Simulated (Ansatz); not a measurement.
Starting structure of a cell relaxation (symmetry kept):

```cif
data_structure
_symmetry_space_group_name_H-M 'P-3m1'
_symmetry_Int_Tables_number 164
_cell_length_a 3.3589
_cell_length_b 3.3589
_cell_length_c 5.5243
_cell_angle_alpha 90.000
_cell_angle_beta 90.000
_cell_angle_gamma 120.000
_cell_volume 53.97
loop_
_atom_site_label
_atom_site_type_symbol
_atom_site_symmetry_multiplicity
_atom_site_Wyckoff_symbol
_atom_site_fract_x
_atom_site_fract_y
_atom_site_fract_z
_atom_site_occupancy
Ti1 Ti 1 a 0.00000 0.00000 0.00000 1
S1 S 2 d 0.33333 0.66667 0.25870 1
```

Method: DFT PBE, scalar-relativistic, plane waves, PAW in Ansatz.

Cutoff 420 eV; k points 12×12×8 on the computed 3-atom cell (Γ-centred); Gaussian smearing, width 0.10 eV; no spin polarisation.

Problem. What does it relax to?

Solution. The volume rises by 4.02 Å³/atom to 22.02 Å³/atom, and the energy falls by 29.3 meV/atom. Final structure:
```
Ti S
1.0
     3.41483    0.00000    0.00000
    -1.70742    2.95733    0.00000
     0.00000    0.00000    6.54006
Ti S
1 2
Direct
  0.00000 0.00000 0.00000
  0.33333 0.66667 0.21700
  0.66667 0.33333 0.78300
```

Course of the relaxation (steps run on the plane waves of an earlier cell, and the basis is chosen afresh near the end, so energy and pressure can step there; trial steps that raised the energy were taken back; energies are free energies):

```tsv
step	E − E_final (meV/atom)	largest force component (eV/Å)	P (GPa)	V (Å³/atom)
1	29.3	0.016	3.77	17.99
2	10.2	0.269	1.20	19.81
3	4.6	0.042	0.30	20.07
4	2.7	0.021	0.09	20.48
5	2.4	0.012	-0.11	20.80
6	2.4	0.007	0.05	20.82
7	2.4	0.001	0.00	20.83
8	1.0	0.000	0.14	20.83
9	0.5	0.004	0.06	21.15
10	0.1	0.014	0.10	21.68
11	0.1	0.004	0.00	21.80
12	0.1	0.003	0.00	22.02
13	0.0	0.003	0.00	22.02
```

The cell holds layers, and where no dispersion correction was added their binding is poorly described.

Cost: 1 run of about 1.6 core-minutes, on Arm Neoverse V1 (shared hosts).